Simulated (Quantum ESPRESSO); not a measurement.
Runs of Quantum ESPRESSO 7.5 on ZnSe (Stilleite). The structure is cubic, space group F-43m (No. 216). Conventional cell: a = 5.668 Å, b = 5.668 Å, c = 5.668 Å, α = 90.00°, β = 90.00°, γ = 90.00°. Around Se (site symmetry -43m) lie 4 Zn at 2.45 Å. Zn (site symmetry -43m) has 4 Se at 2.45 Å as nearest neighbours. 

| cell | gap on the mesh (eV) | pressure (GPa) |
| --- | --- | --- |
| relaxed to 10 GPa | 1.69 | 10.1 |
| relaxed to 30 GPa | (a) | 30.2 |
| relaxed to 2 GPa | 1.32 | 2.0 |
| relaxed to 0.3 kbar | (b) | 0.0 |
| relaxed to 20 GPa | 2.04 | 20.2 |
| relaxed to 5 GPa | 1.48 | 5.1 |

Alike in all rows: task relaxation of cell and atoms; level PBEsol; potentials or basis SSSP 1.3 efficiency PBE; no spin polarisation; k mesh 8 × 8 × 8; cutoff (eV) 857; smearing fermi-dirac 0.05 eV.

Task: Estimate the missing entries.

Result: (a) 2.06; (b) 1.21.

Caveats: the potentials were made for another functional, which shifts forces and pressure.

A k mesh can miss the band edges, and the runs leave out spin-orbit coupling on Se.
